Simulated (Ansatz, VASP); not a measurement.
Pb: VASP beside Ansatz

The input POSCAR:

```
Pb
1.0
    0.0000000000      2.4750200000      2.4750200000
    2.4750200000      0.0000000000      2.4750200000
    2.4750200000      2.4750200000      0.0000000000
Pb
1
Direct
    0.0000000000      0.0000000000      0.0000000000
```

The input INCAR.step1:

```
ALGO = Normal ; EDIFF = 1E-5
ENCUT = 600 ; GGA = PE
ISMEAR = -1 ; LASPH = True
LCHARG = False ; LREAL = False
LWAVE = True ; NELM = 60
PREC = Accurate ; SIGMA = 0.05
```

INCAR.step2

```
AEXX = 0.25 ; ALGO = Normal
EDIFF = 1E-7 ; EDIFFG = -0.005
ENCUT = 600 ; GGA = PE
IBRION = 2 ; ISIF = 3
ISMEAR = -1 ; ISTART = 1
LASPH = True ; LCHARG = False
LHFCALC = True ; LREAL = False
LWAVE = False ; NELM = 60
NSW = 60 ; PREC = Accurate
PRECFOCK = Normal ; SIGMA = 0.05
```

Contents of KPOINTS:

```
k-points
0
Gamma
  5 5 5
```

The input input.yaml:

```yaml
crystal:
  lattice:
    - [0.0, 2.47502, 2.47502]
    - [2.47502, 0.0, 2.47502]
    - [2.47502, 2.47502, 0.0]
  atoms:
    - { symbol: Pb, position: [0.0, 0.0, 0.0] }
hamiltonian:
  xc: pbe0
  pseudopotentials: { kind: paw }
kpoints:
  mp_grid: { grid: [5, 5, 5] }
scf:
  occupations: { method: fermi_dirac, width: 0.05 }
output:
  forces: true
  stress: true
relax:
  f_tol: 0.01
  max_steps: 40
  cell: { stress_tol: 0.05 }
```

Alike in both runs: task relaxation of cell and atoms; functional PBE0; k mesh 5 × 5 × 5; occupations fermi-dirac, width 0.05 eV; no spin polarisation.

|  | VASP | Ansatz |
| --- | --- | --- |
| version | VASP 6.6.1 | Ansatz 0.2.0 |
| potentials or method | VASP PAW PBE potentials, release 64 (Pb_d) | Ansatz PAW |
| plane-wave cutoff (eV) | 600 | 420 |
| valence electrons in the cell | 14 | 14 |

```tsv
	VASP	Ansatz	Ansatz less VASP
gap on the k mesh at the Fermi level, each at its own relaxed structure (eV)	none	none	-
relaxed volume (Å³/atom)	30.58	30.60	+0.016
relaxed cell length with the largest relative difference (Å)	3.510	3.511	+0.0006
```

A gap of «none» marks a metal or a gap that the smearing closes.

Caveats: the k mesh is coarse (spacing up to 0.44 Å⁻¹), so the values aren't converged, least of all with exact exchange; the PAW data sets were made with another functional, which shifts forces and pressure a little (VASP); the plane-wave basis is chosen anew once the cell has moved, so the energies of steps on either side of that aren't comparable (Ansatz); the PAW data sets come from PBE, with cores solved anew for the run's functional, which leaves a small shift of forces and pressure (Ansatz). Zero-point motion and thermal expansion aren't in these numbers. Spin-orbit coupling is left out, which matters for the levels of Pb.
